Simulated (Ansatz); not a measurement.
Runs of Ansatz 0.2.0 on Al. It takes space group Fm-3m (No. 225, cubic). Conventional cell: a = 4.050 Å, b = 4.050 Å, c = 4.050 Å, α = 90.00°, β = 90.00°, γ = 90.00°. Al (site symmetry m-3m) is surrounded by 12 Al at 2.86 Å. 

| task | level | cell | cutoff (eV) | points for each segment of the path | gap on the mesh (eV) | pressure (GPa) | V0 of scaled cells (Å³/atom) | B0 (GPa) |
| --- | --- | --- | --- | --- | --- | --- | --- | --- |
| relaxation of cell and atoms | rPW86-PBE | relaxed | 420 | - | none | 0.0 | - | - |
| equation of state | r2SCAN+D4 | as given | 500 | - | - | - | (a) | 94 |
| equation of state | SVWN5 | as given | 420 | - | - | - | (b) | 86 |
| band structure | PBEsol | as given | 420 | 14 | none | (c) | - | - |
| equation of state | revPBE | as given | 420 | - | - | - | 16.75 | 77 |
| band structure | RPBE | as given | 420 | 14 | none | 1.0 | - | - |

Alike in all rows: potentials or basis Ansatz PAW; no spin polarisation; k mesh 11 × 11 × 11; smearing fermi-dirac 0.05 eV.

Question: Fill in the values left out.

Answer: (a) 15.76; (b) 15.81; (c) -1.9.

Caveats: the PAW data sets come from PBE, with cores solved anew for the run's functional, which leaves a small shift of forces and pressure (some runs); the plane-wave basis is chosen anew once the cell has moved, so the energies of steps on either side of that aren't comparable (some runs); the PAW data sets were made with another functional, which shifts forces and pressure a little (some runs); the potentials were made for another functional, which shifts forces and pressure (some runs).

A gap of «none» marks a metal or a gap under the smearing width.

Runs at the PBE level aren't shown here.
